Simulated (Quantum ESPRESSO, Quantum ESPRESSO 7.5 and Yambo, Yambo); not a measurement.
## Quasiparticle gap of ZrSe2 (1T monolayer) in Yambo

Wanted: ground state, empty states, screening and self-energy for ZrSe2 (1T monolayer).

Method: PBE and many-body steps on it, plane waves, in Quantum ESPRESSO 7.5 and Yambo 5.3.0.

## (1) Starting point

The cell holds 3 atoms: 1 Zr and 2 Se. Its edges and angles: a = 3.808 Å, b = 3.808 Å, c = 16.000 Å, α = 90.0°, β = 90.0°, γ = 120.0°. Vacuum lies along c.

The structure was relaxed with PBE. The runs that relaxed it are not among those shown.

## (2) Ground state

This step: Quantum ESPRESSO 7.5; DFT, PBE, plane waves, norm-conserving pseudopotentials.

The ground-state density comes first.

The input, pw.in:

```
&control
  calculation = 'scf'
  prefix = 'x'
  outdir = 'o'
  pseudo_dir = 'pseudo'
/
&system
  ibrav = 0
  nat = 3
  ntyp = 2
  ecutwfc = 104.0
  nbnd = 35
  force_symmorphic = .true.
/
&electrons
  conv_thr = 1e-10
  electron_maxstep = 80
  mixing_beta = 0.5
/
ATOMIC_SPECIES
  Zr 91.224 Zr.upf
  Se 78.971 Se.upf
CELL_PARAMETERS angstrom
  3.8082320812 0.0000000002 0.0000000000
  -1.9041160408 3.2980257257 0.0000000000
  0.0000000000 0.0000000000 16.0000000000
ATOMIC_POSITIONS crystal
  Zr 0.0000000000 0.0000000000 0.5000000000
  Se 0.3333333333 0.6666666667 0.5985386352
  Se 0.6666666667 0.3333333333 0.4014613648
K_POINTS automatic
  9 9 1 0 0 0
```

Launch:

```console
$ OMP_NUM_THREADS=1 mpirun -n 8 pw.x -nk 8 -in pw.in > pw.out
```

What it wrote:

```text
Program PWSCF v.7.5 starts

     This program is part of the open-source Quantum ESPRESSO suite
     for quantum simulation of materials; please cite
         "P. Giannozzi et al., J. Phys.:Condens. Matter 21 395502 (2009);
         "P. Giannozzi et al., J. Phys.:Condens. Matter 29 465901 (2017);
         "P. Giannozzi et al., J. Chem. Phys. 152 154105 (2020);
     in publications or presentations arising from this work. More details at
     Message from routine setup:
     using ibrav=0 with symmetry is DISCOURAGED, use correct ibrav instead

     G-vector sticks info

     bravais-lattice index     =            0
     lattice parameter (alat)  =       7.1965  a.u.
     unit-cell volume          =    1356.1072 (a.u.)^3
     number of atoms/cell      =            3
     number of atomic types    =            2
     number of electrons       =        60.00
     number of Kohn-Sham states=           35
     kinetic-energy cutoff     =     104.0000  Ry
     charge density cutoff     =     416.0000  Ry
     scf convergence threshold =      1.0E-10
     mixing beta               =       0.5000
     number of iterations used =            8  plain     mixing
     Exchange-correlation= PBE
                           (   1   4   3   4   0   0   0)

     celldm(1)=   7.196516  celldm(2)=   0.000000  celldm(3)=   0.000000
     celldm(4)=   0.000000  celldm(5)=   0.000000  celldm(6)=   0.000000

     crystal axes: (cart. coord. in units of alat)
               a(1) = (   1.000000   0.000000   0.000000 )
               a(2) = (  -0.500000   0.866025   0.000000 )
               a(3) = (   0.000000   0.000000   4.201425 )

     reciprocal axes: (cart. coord. in units 2 pi/alat)
               b(1) = (  1.000000  0.577350 -0.000000 )
               b(2) = ( -0.000000  1.154701  0.000000 )
               b(3) = (  0.000000 -0.000000  0.238015 )
     Pseudo is Norm-conserving + core correction, Zval = 12.0
     Generated using ONCVPSP code by D. R. Hamann
     Using radial grid of 1622 points,  6 beta functions with:
     Pseudo is Norm-conserving + core correction, Zval = 24.0
     Generated using ONCVPSP code by D. R. Hamann
     Using radial grid of 1214 points,  6 beta functions with:
     Zr               12.00    91.22400     Zr( 1.00)
     Se               24.00    78.97100     Se( 1.00)

     12 Sym. Ops., with inversion, found

   Cartesian axes

     site n.     atom                  positions (alat units)
         1        Zr     tau(   1) = (   0.0000000   0.0000000   2.1007123  )
         2        Se     tau(   2) = (  -0.0000000   0.5773503   2.5147150  )
         3        Se     tau(   3) = (   0.5000000   0.2886751   1.6867097  )

     number of k points=    12
                       cart. coord. in units 2pi/alat
        k(    1) = (   0.0000000   0.0000000   0.0000000), wk =   0.0246914
        k(    2) = (  -0.0000000   0.1283001   0.0000000), wk =   0.1481481
        k(    3) = (  -0.0000000   0.2566001   0.0000000), wk =   0.1481481
        k(    4) = (  -0.0000000   0.3849002   0.0000000), wk =   0.1481481
        k(    5) = (  -0.0000000   0.5132002   0.0000000), wk =   0.1481481
        k(    6) = (   0.1111111   0.1924501   0.0000000), wk =   0.1481481
        k(    7) = (   0.1111111   0.3207501   0.0000000), wk =   0.2962963
        k(    8) = (   0.1111111   0.4490502   0.0000000), wk =   0.2962963
        k(    9) = (   0.1111111   0.5773503   0.0000000), wk =   0.1481481
        k(   10) = (   0.2222222   0.3849002   0.0000000), wk =   0.1481481
        k(   11) = (   0.2222222   0.5132002   0.0000000), wk =   0.2962963
        k(   12) = (   0.3333333   0.5773503   0.0000000), wk =   0.0493827

     Dense  grid:   194387 G-vectors     FFT dimensions: (  48,  48, 200)

     Initial potential from superposition of free atoms

     starting charge      59.9975, renormalised to      60.0000
     Starting wfcs are   36 randomized atomic wfcs

     per-process dynamical memory:   140.1 Mb

     Self-consistent Calculation

     iteration #  1     ecut=   104.00 Ry     beta= 0.50

     Threshold (ethr) on eigenvalues was too large:
     Diagonalizing with lowered threshold

     total energy              =   -1454.55972117 Ry
     estimated scf accuracy    <       0.12962365 Ry

     iteration #  2     ecut=   104.00 Ry     beta= 0.50

     total energy              =   -1454.57227783 Ry
     estimated scf accuracy    <       0.06111814 Ry

     iteration #  3     ecut=   104.00 Ry     beta= 0.50

     total energy              =   -1454.58703005 Ry
     estimated scf accuracy    <       0.02717524 Ry

     iteration #  4     ecut=   104.00 Ry     beta= 0.50

     total energy              =   -1454.59048814 Ry
     estimated scf accuracy    <       0.00089124 Ry

     iteration #  5     ecut=   104.00 Ry     beta= 0.50

     total energy              =   -1454.59054103 Ry
     estimated scf accuracy    <       0.00008361 Ry

     iteration #  6     ecut=   104.00 Ry     beta= 0.50

     total energy              =   -1454.59056179 Ry
     estimated scf accuracy    <       0.00001402 Ry

     iteration #  7     ecut=   104.00 Ry     beta= 0.50

     total energy              =   -1454.59056362 Ry
     estimated scf accuracy    <       0.00000012 Ry

     iteration #  8     ecut=   104.00 Ry     beta= 0.50

     total energy              =   -1454.59056368 Ry
     estimated scf accuracy    <       0.00000003 Ry

     iteration #  9     ecut=   104.00 Ry     beta= 0.50

     total energy              =   -1454.59056368 Ry
     estimated scf accuracy    <          4.5E-09 Ry

     iteration # 10     ecut=   104.00 Ry     beta= 0.50

     total energy              =   -1454.59056368 Ry
     estimated scf accuracy    <          9.1E-10 Ry

     iteration # 11     ecut=   104.00 Ry     beta= 0.50

     End of self-consistent calculation

          k = 0.0000 0.0000 0.0000 ( 24297 PWs)   bands (ev):

  -206.9615-206.9615-146.4447-146.4447-146.4447-146.4447-146.4402-146.4402
   -49.3026 -46.6269 -46.6269 -46.6267 -46.6267 -46.6192 -46.6192 -46.6189
   -46.6189 -46.6155 -46.6154 -27.3338 -27.2308 -27.2308 -12.7085 -11.8333
    -3.8018  -2.3170  -2.3170  -0.9055   0.1714   0.1714   1.3003   1.3003
     1.9068   4.6715   4.6716

          k =-0.0000 0.1283 0.0000 ( 24323 PWs)   bands (ev):

  -206.9615-206.9615-146.4447-146.4447-146.4447-146.4447-146.4402-146.4402
   -49.3015 -46.6269 -46.6267 -46.6266 -46.6266 -46.6192 -46.6192 -46.6189
   -46.6189 -46.6155 -46.6154 -27.3290 -27.2513 -27.2352 -12.6045 -11.8302
    -3.6536  -2.6216  -2.2593  -0.7186  -0.6302  -0.2147   1.3626   1.7259
     2.1662   4.0334   4.5876

          k =-0.0000 0.2566 0.0000 ( 24320 PWs)   bands (ev):

  -206.9615-206.9615-146.4447-146.4447-146.4447-146.4447-146.4402-146.4402
   -49.2987 -46.6268 -46.6267 -46.6265 -46.6260 -46.6192 -46.6191 -46.6189
   -46.6188 -46.6154 -46.6153 -27.3176 -27.3019 -27.2463 -12.3324 -11.8179
    -3.3142  -3.0012  -2.1550  -2.0235  -0.6935  -0.5076   1.1328   2.2822
     2.5681   3.7553   4.5437

          k =-0.0000 0.3849 0.0000 ( 24272 PWs)   bands (ev):

     [... further k-points ...]

     highest occupied, lowest unoccupied level (ev):     0.1714    0.7221

!    total energy              =   -1454.59056368 Ry
     estimated scf accuracy    <          3.8E-11 Ry

     The total energy is the sum of the following terms:
     one-electron contribution =   -3615.52411029 Ry
     hartree contribution      =    1741.87320165 Ry
     xc contribution           =    -135.38878190 Ry
     ewald contribution        =     554.44912685 Ry

     convergence has been achieved in  11 iterations

     XML data file, charge density, pseudopotentials, collected wavefunctions

=------------------------------------------------------------------------------=
   JOB DONE.
=------------------------------------------------------------------------------=
```

Wall time 34 s (8 MPI ranks of Intel Xeon 6975P-C (Granite Rapids), shared host); peak memory 1.8 GiB.

Numbers from this step:

| Property | Result |
| --- | --- |
| total energy | -19790.7128 eV |
| gap | 0.5508 eV |
| k of the valence top | 0, 0, 0 |
| k of the conduction bottom | 0, 0.4444, 0 |
| least direct gap | 1.129 eV |

The gap is indirect, with the least direct gap 0.58 eV higher.

## (3) Bands along the symmetry lines

Levels along a band path, at the cheap level, show where the edges lie and whether the meshes to come will hold them.

The input, pw.in:

```
&control
  calculation = 'bands'
  prefix = 'x'
  outdir = 'o'
  pseudo_dir = 'pseudo'
/
&system
  ibrav = 0
  nat = 3
  ntyp = 2
  ecutwfc = 104.0
  nbnd = 36
  force_symmorphic = .true.
/
&electrons
  conv_thr = 1e-9
  electron_maxstep = 80
  diago_full_acc = .true.
  diago_thr_init = 5e-6
/
ATOMIC_SPECIES
  Zr 91.224 Zr.upf
  Se 78.971 Se.upf
CELL_PARAMETERS angstrom
  3.8082320812 0.0000000002 0.0000000000
  -1.9041160408 3.2980257257 0.0000000000
  0.0000000000 0.0000000000 16.0000000000
ATOMIC_POSITIONS crystal
  Zr 0.0000000000 0.0000000000 0.5000000000
  Se 0.3333333333 0.6666666667 0.5985386352
  Se 0.6666666667 0.3333333333 0.4014613648
K_POINTS crystal
  25
  0.00000000 0.00000000 0.00000000 1
  0.06250000 0.00000000 0.00000000 1
  0.12500000 0.00000000 0.00000000 1
  0.18750000 0.00000000 0.00000000 1
  0.25000000 0.00000000 0.00000000 1
  0.31250000 0.00000000 0.00000000 1
  0.37500000 0.00000000 0.00000000 1
  0.43750000 0.00000000 0.00000000 1
  0.50000000 0.00000000 0.00000000 1
  0.47916667 0.04166667 0.00000000 1
  0.45833333 0.08333333 0.00000000 1
  0.43750000 0.12500000 0.00000000 1
  0.41666666 0.16666666 0.00000000 1
  0.39583333 0.20833333 0.00000000 1
  0.37500000 0.25000000 0.00000000 1
  0.35416666 0.29166666 0.00000000 1
  0.33333333 0.33333333 0.00000000 1
  0.29166666 0.29166666 0.00000000 1
  0.25000000 0.25000000 0.00000000 1
  0.20833333 0.20833333 0.00000000 1
  0.16666666 0.16666666 0.00000000 1
  0.12500000 0.12500000 0.00000000 1
  0.08333333 0.08333333 0.00000000 1
  0.04166667 0.04166667 0.00000000 1
  0.00000000 0.00000000 0.00000000 1
```

What it wrote:

```text
[banner, memory and clock lines left out]
Program PWSCF v.7.5 starts

     Atomic positions and unit cell read from directory:
     o/x.save/

     Message from routine setup:
     using ibrav=0 with symmetry is DISCOURAGED, use correct ibrav instead

     G-vector sticks info

     bravais-lattice index     =            0
     lattice parameter (alat)  =       7.1965  a.u.
     unit-cell volume          =    1356.1072 (a.u.)^3
     number of atoms/cell      =            3
     number of atomic types    =            2
     number of electrons       =        60.00
     number of Kohn-Sham states=           36
     kinetic-energy cutoff     =     104.0000  Ry
     charge density cutoff     =     416.0000  Ry
     Exchange-correlation= PBE
                           (   1   4   3   4   0   0   0)

     celldm(1)=   7.196516  celldm(2)=   0.000000  celldm(3)=   0.000000
     celldm(4)=   0.000000  celldm(5)=   0.000000  celldm(6)=   0.000000

     crystal axes: (cart. coord. in units of alat)
               a(1) = (   1.000000   0.000000   0.000000 )
               a(2) = (  -0.500000   0.866025   0.000000 )
               a(3) = (   0.000000   0.000000   4.201425 )

     reciprocal axes: (cart. coord. in units 2 pi/alat)
               b(1) = (  1.000000  0.577350 -0.000000 )
               b(2) = ( -0.000000  1.154701  0.000000 )
               b(3) = (  0.000000 -0.000000  0.238015 )
     Pseudo is Norm-conserving + core correction, Zval = 12.0
     Generated using ONCVPSP code by D. R. Hamann
     Using radial grid of 1622 points,  6 beta functions with:
     Pseudo is Norm-conserving + core correction, Zval = 24.0
     Generated using ONCVPSP code by D. R. Hamann
     Using radial grid of 1214 points,  6 beta functions with:
     Zr               12.00    91.22400     Zr( 1.00)
     Se               24.00    78.97100     Se( 1.00)

     12 Sym. Ops., with inversion, found

   Cartesian axes

     site n.     atom                  positions (alat units)
         1        Zr     tau(   1) = (   0.0000000   0.0000000   2.1007123  )
         2        Se     tau(   2) = (  -0.0000000   0.5773503   2.5147150  )
         3        Se     tau(   3) = (   0.5000000   0.2886751   1.6867097  )

     number of k points=    25
                       cart. coord. in units 2pi/alat
        k(    1) = (   0.0000000   0.0000000   0.0000000), wk =   0.0800000
        k(    2) = (   0.0625000   0.0360844   0.0000000), wk =   0.0800000
        k(    3) = (   0.1250000   0.0721688   0.0000000), wk =   0.0800000
[...]
[... 13 further rows ...]
        k(   24) = (   0.0416667   0.0721688   0.0000000), wk =   0.0800000
        k(   25) = (   0.0000000   0.0000000   0.0000000), wk =   0.0800000

     Dense  grid:   194387 G-vectors     FFT dimensions: (  48,  48, 200)

     The potential is recalculated from file :
     o/x.save/charge-density

     Starting wfcs are   36 randomized atomic wfcs

     Band Structure Calculation

     End of band structure calculation

          k = 0.0000 0.0000 0.0000 ( 24297 PWs)   bands (ev):

  -206.9615-206.9615-146.4448-146.4448-146.4448-146.4447-146.4402-146.4402
   -49.3027 -46.6269 -46.6269 -46.6267 -46.6267 -46.6192 -46.6192 -46.6189
   -46.6189 -46.6155 -46.6154 -27.3339 -27.2309 -27.2309 -12.7085 -11.8333
    -3.8019  -2.3171  -2.3171  -0.9055   0.1713   0.1713   1.3003   1.3003
     1.9068   4.5064   4.6715   4.6715

          k = 0.0625 0.0361 0.0000 ( 24307 PWs)   bands (ev):

  -206.9615-206.9615-146.4448-146.4448-146.4448-146.4447-146.4402-146.4402
[...]
1.9981   4.3687   4.6342   4.6395

          k = 0.1250 0.0722 0.0000 ( 24316 PWs)   bands (ev):

  -206.9615-206.9615-146.4448-146.4448-146.4448-146.4448-146.4402-146.4402
[...]
2.2193   3.9514   4.5730   4.9319

[...]
k = 0.0417 0.0722 0.0000 ( 24317 PWs)   bands (ev):

  -206.9615-206.9615-146.4448-146.4448-146.4448-146.4447-146.4402-146.4402
[...]
2.0300   4.3121   4.5846   4.7026

          k = 0.0000 0.0000 0.0000 ( 24297 PWs)   bands (ev):

  -206.9615-206.9615-146.4448-146.4448-146.4448-146.4447-146.4402-146.4402
[...]
-46.6189 -46.6155 -46.6154 -27.3339 -27.2309 -27.2309 -12.7085 -11.8333
    -3.8019  -2.3171  -2.3171  -0.9055   0.1713   0.1713   1.3003   1.3003
     1.9068   4.5064   4.6715   4.6715

     XML data file, pseudopotentials, collected wavefunctions
```

Elapsed: 16 s, on 8 MPI ranks; peak memory 1.5 GiB.

Numbers from this step:

```
gap                        : 0.5296 eV
k of the valence top       : 0, 0, 0
k of the conduction bottom : 0.5, 0, 0
least direct gap           : 1.129 eV
```

The gap is 0.530 eV, −0.021 eV from the run before at this level.

Electronic bands along the path, in eV, zero at the top of the highest filled band:

```csv
point,band 27,band 28,band 29,band 30,band 31,band 32,band 33,band 34
Γ,-2.49,-1.08,0.00,0.00,1.13,1.13,1.74,4.34
halfway,-2.45,-2.31,-0.94,-0.74,0.89,2.21,2.48,3.67
M,-2.47,-2.41,-1.45,-1.05,0.53,2.57,2.91,4.75
halfway,-2.42,-2.32,-2.02,-1.53,1.27,2.56,2.66,4.16
K,-3.37,-2.06,-2.06,-1.92,1.84,2.44,2.44,4.39
halfway,-2.75,-2.07,-1.68,-0.77,1.43,1.82,2.75,3.75
Γ,-2.49,-1.08,0.00,0.00,1.13,1.13,1.74,4.34
```

(Continued in part 2 of 3.)

[Paths, hosts, dates, memory and timing lines, banners, echoed tables and standing remarks are left out of the program output.]

[Logs are printed without paths, hosts, clocks, repeated set-up lines and the standing remarks that a program may print on its own settings, such as how far it seeks lower states.]

[Runs of the session that timed out or met a known fault of the program may be left out.]

[Hosts, paths, dates, database ids (printed as entryN), source tags and the programs' standing remarks are cut or masked in the printed files.]
